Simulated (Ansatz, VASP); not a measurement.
# Mo in VASP and in Ansatz

```
CELL_PARAMETERS angstrom
-1.56455 1.56455 1.56455
1.56455 -1.56455 1.56455
1.56455 1.56455 -1.56455
ATOMIC_POSITIONS crystal
Mo 0.00000 0.00000 0.00000
```

Alike in both runs: task single point; functional PBEsol; k mesh 16 × 16 × 16; occupations fermi-dirac, width 0.08 eV; no spin polarisation.

```csv
,VASP,Ansatz
version,VASP 6.6.1,Ansatz 0.2.0
potentials or method,"VASP PAW PBE potentials, release 64 (Mo_sv)","PAW with Ansatz's default frozen-core files, scalar-relativistic"
plane-wave cutoff (eV),520,420
valence electrons in the cell,14,14
```

Ansatz gave:

| Property | Result |
| --- | --- |
| pressure (GPa) | 0.0 |

Question: Estimate VASP's values.

Answer: Pressure (GPa): 0.6.

Ansatz warned: «optics_on_partly_filled_bands».

Caveats: the PAW data sets were made with another functional, which shifts forces and pressure a little (VASP).
